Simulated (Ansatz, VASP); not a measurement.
## H2C9: VASP beside Ansatz

```
C H
1.0
    20.70000    0.00000    0.00000
     0.00000    9.30000    0.00000
     0.00000    0.00000    4.28228
C H
18 4
Cartesian
  15.2350 4.6500 1.4558
  12.8097 4.6500 1.4279
  14.0356 4.6500 3.5627
  10.3500 4.6500 1.4246
  11.5748 4.6500 3.5711
  7.8903 4.6500 1.4279
  9.1252 4.6500 3.5711
  5.4650 4.6500 1.4558
  6.6644 4.6500 3.5627
  14.0356 4.6500 0.7196
  15.2350 4.6500 2.8265
  11.5748 4.6500 0.7112
  12.8097 4.6500 2.8544
  9.1252 4.6500 0.7112
  10.3500 4.6500 2.8577
  6.6644 4.6500 0.7196
  7.8903 4.6500 2.8544
  5.4650 4.6500 2.8265
  16.1951 4.6500 0.9374
  4.5049 4.6500 0.9374
  16.1951 4.6500 3.3449
  4.5049 4.6500 3.3449
```

Alike in both runs: functional PBEsol; k mesh 1 × 1 × 13; occupations gaussian, width 0.05 eV; no spin polarisation.

Ansatz relaxed the structure, and its values are those at the end. VASP's run is a single point on that final structure, the one shown.

|  | VASP | Ansatz |
| --- | --- | --- |
| version | VASP 6.6.1 | Ansatz 0.2.0 |
| potentials or method | VASP PAW PBE potentials, release 64 (C, H) | scalar-relativistic, plane waves, PAW |
| plane-wave cutoff (eV) | 520 | 420 |
| valence electrons in the cell | 76 | 76 |

Ansatz gave:

| Quantity | Value |
| --- | --- |
| gap on the k mesh at the Fermi level (eV) | 0.78 |
| least direct gap on the mesh (eV) | 0.78 |
| rms of the force components (eV/Å) | 0.007 |

**Question.** What did VASP give for the same quantities?

**Answer.** gap on the k mesh at the Fermi level (eV): 0.78; least direct gap on the mesh (eV): 0.78; rms of the force components (eV/Å): 0.015.

The functional is the same, so the differences come from potentials, cutoffs and numerics. Ansatz warned: «xc_potential_rough_in_thin_density».

Caveats: the PAW data sets were made with another functional, which shifts forces and pressure a little (VASP). A hybrid or GW would open this gap; PBEsol tends to underestimate it.
